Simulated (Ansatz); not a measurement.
Runs of Ansatz 0.2.0 on MnH2O2 (Pyrochroite). It takes space group P-3m1 (No. 164, trigonal). Conventional cell: a = 3.250 Å, b = 3.250 Å, c = 4.480 Å, α = 90.00°, β = 90.00°, γ = 120.00°. Mn (site symmetry -3m) has 6 O at 2.13 Å as nearest neighbours. O (site symmetry 3m) has 1 H at 0.99 Å as nearest neighbours. Around H (site symmetry 3m) lie 1 O at 0.99 Å. 

```csv
task,level,spin,U,cell,k mesh,cutoff (eV),smearing,broadening,hubbard projectors,double counting,points for each segment of the path,gap on the mesh (eV),pressure (GPa),moment (μB),relaxed volume (Å³/atom),largest force (eV/Å)
optical spectrum,PBEsol+D4+U,"collinear, random start",Mn d U = 6 eV,as given,9 × 9 × 6,420,gaussian 0.1 eV,0.1 eV,ortho-atomic (the default),fll (the default),-,1.65,-,5.00,-,-
band structure,PBEsol,"collinear, ferromagnetic start",-,as given,8 × 8 × 5,420,fermi-dirac 0.05 eV,-,-,-,14,0.13,6.2,5.00,-,0.89
relaxation of cell and atoms,LDA,"collinear, ferromagnetic start",-,relaxed,9 × 9 × 6,420,fermi-dirac 0.05 eV,-,-,-,-,(b),0.0,5.00,8.10,-
relaxation of cell and atoms,r2SCAN,"collinear, ferromagnetic start",-,relaxed,9 × 9 × 6,500,fermi-dirac 0.05 eV,-,-,-,-,1.21,0.0,5.00,8.90,-
band structure,PBEsol,"collinear, ferromagnetic start",-,as given,9 × 9 × 6,420,fermi-dirac 0.05 eV,-,-,-,14,none,6.2,5.00,-,0.89
band structure,HSE06,"collinear, ferromagnetic start",-,as given,6 × 6 × 4,420,fermi-dirac 0.05 eV,-,-,-,4,2.51,-,5.00,-,2.02
single point,PBE0,"collinear, ferromagnetic start",-,as given,6 × 6 × 4,420,fermi-dirac 0.05 eV,-,-,-,-,3.24,-,5.00,-,2.03
single point,PBEsol,"collinear, ferromagnetic start",-,as given,9 × 9 × 6,420,gaussian 0.1 eV,-,-,-,-,0.11,6.2,5.00,-,(a)
relaxation of cell and atoms,PBEsol,"collinear, ferromagnetic start",-,relaxed,9 × 9 × 6,420,fermi-dirac 0.05 eV,-,-,-,-,0.34,0.0,5.00,8.62,-
band structure,r2SCAN,"collinear, ferromagnetic start",-,as given,9 × 9 × 6,500,fermi-dirac 0.05 eV,-,-,-,14,0.93,7.2,5.00,-,1.77
relaxation of cell and atoms,PBEsol+U,"collinear, ferromagnetic start",Mn d U = 7 eV,relaxed,9 × 9 × 6,420,gaussian 0.1 eV,-,ortho-atomic (the default),fll (the default),-,1.96,0.0,5.00,8.98,-
```

Alike in all rows: potentials or basis Ansatz PAW.

Fill in the values left out.

(a) 0.90; (b) 0.37.

Caveats: a cell with one magnetic atom can't hold antiferromagnetic order, which such compounds often take; the PAW data sets come from PBE, with cores solved anew for the run's functional, which leaves a small shift of forces and pressure; the magnetic or orbital state may not be the lowest (some runs); odd divisions of the mesh miss points on the zone boundary, where band edges often lie, so the gap on the mesh can be too wide (some runs); the plane-wave basis is chosen anew once the cell has moved, so the energies of steps on either side of that aren't comparable (some runs); forces of over 1 eV/Å show positions far from the minimum, so gaps and moduli don't describe the material at rest (some runs); semilocal functionals often make such compounds metallic where correlation or magnetic order opens a gap, which also shifts bond lengths (some runs).

A k mesh can miss the band edges.

A gap of «none» marks a metal or a gap under the smearing width.

Not every run made on this cell is shown here.
